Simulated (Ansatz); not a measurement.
**Habitual settings against a tight run: Y2O3 (Ia-3, 40 atoms in the cell)**

Self-consistent single point.

```xyz
40
Lattice="-5.2317 5.2317 5.2317 5.2317 -5.2317 5.2317 5.2317 5.2317 -5.2317" Properties=species:S:1:pos:R:3 pbc="T T T"
Y      2.6159     2.6159     2.6159
Y     -2.6159     2.6159     2.6159
Y      2.6159     2.6159    -2.6159
Y      2.6159    -2.6159     2.6159
Y      4.8812     0.0000     2.6159
Y      0.3505     0.0000     7.8476
Y      2.6159     4.8812     0.0000
Y      7.8476     0.3505     0.0000
Y      0.0000     2.6159     4.8812
Y      0.0000     7.8476     0.3505
Y      0.3505     5.2317     2.6159
Y      4.8812     5.2317    -2.6159
Y      2.6159     0.3505     5.2317
Y     -2.6159     4.8812     5.2317
Y      5.2317     2.6159     0.3505
Y      5.2317    -2.6159     4.8812
O      4.0860     1.5999     4.0096
O      6.3775     3.6319     4.0096
O      1.1457     1.5999     6.4539
O     -1.1457     3.6319     6.4539
O      4.0096     4.0860     1.5999
O      4.0096     6.3775     3.6319
O      6.4539     1.1457     1.5999
O      6.4539    -1.1457     3.6319
O      1.5999     4.0096     4.0860
O      3.6319     4.0096     6.3775
O      1.5999     6.4539     1.1457
O      3.6319     6.4539    -1.1457
O      1.1457     3.6319     1.2221
O     -1.1457     1.5999     1.2221
O      4.0860     3.6319    -1.2221
O      6.3775     1.5999    -1.2221
O      1.2221     1.1457     3.6319
O      1.2221    -1.1457     1.5999
O     -1.2221     4.0860     3.6319
O     -1.2221     6.3775     1.5999
O      3.6319     1.2221     1.1457
O      1.5999     1.2221    -1.1457
O      3.6319    -1.2221     4.0860
O      1.5999    -1.2221     6.3775
```

Computed with PBE, PAW files (plane waves; Ansatz, a program for electronic structure).

Base settings: basis.ecutwfc = 420 eV; kpoints.mp_grid.grid = 3 3 3; hamiltonian.xc = pbe; hamiltonian.pseudopotentials = {kind: paw} (the program's default PAW files); scf.occupations.method = cold; scf.occupations.width = 0.2 eV.

Tight run (finer mesh or higher cutoff; not a proven limit): basis.ecutwfc: 420 eV → 590 eV; kpoints.mp_grid.grid: 3 3 3 → 5 5 5; scf.convergence.dr2_threshold: default (1e-07 eV) → 1e-09 eV. It gave top of the valence band (on the code's own zero) 8.50 eV; gap on the k-point mesh 4.33 eV; pressure 9.00 GPa; largest force (vector length) 0.466 eV/Å.

Quick runs, as changes from the base:
- A: the base itself
- B: basis.ecutwfc: 420 eV → 210 eV; kpoints.mp_grid.grid: 3 3 3 → 4 4 4; scf.occupations.method: cold → methfessel_paxton; scf.occupations.width: 0.2 eV → 0.272 eV; kpoints.mp_grid.shift: default → 0.5 0.5 0.5
- C: basis.ecutwfc: 420 eV → 250 eV; kpoints.mp_grid.grid: 3 3 3 → 1 1 1; kpoints.mp_grid.shift: default → 0.5 0.5 0.5
- D: kpoints.mp_grid.grid: 3 3 3 → 4 4 4; scf.occupations.width: 0.2 eV → 0.272 eV

Gaps are read on each run's own mesh, which may miss the band edges.

The count of work is k-points × plane waves × bands × iterations; it is no time. 

Pressures in the table are Ansatz's without its Pulay estimate, at a fixed set of plane waves; the tight run's value above holds the estimate.

The starting cell was generated: these elements placed on a structure prototype, without a prior relaxation; it need not be a known phase or ordering of this composition. Its lattice was rescaled by a random factor within 2.5 % of one. In the base run, with a pressure of about 9 GPa the cell is away from its equilibrium volume at this level.

```tsv
run	energy less tight (meV/atom)	pressure less tight (GPa)	largest miss in a force vector (eV/Å)	gap on the mesh less tight (eV)	count of work / tight
A	2.0	-0.26	0.001	0.007	0.19
B	2639.7	-112.83	0.086	0.127	0.12
C	895.3	-48.32	0.058	0.521	0.022
D	2.0	-0.26	0.001	-0.002	0.39
```

Among the runs at the tight run's level, the energy misses run from 2.0 to 2639.7 meV/atom.

Left out of this page: 2 runs of the series outside the window shown, repeating another row's setting, or not comparable.

Keys are those of Ansatz 0.2.
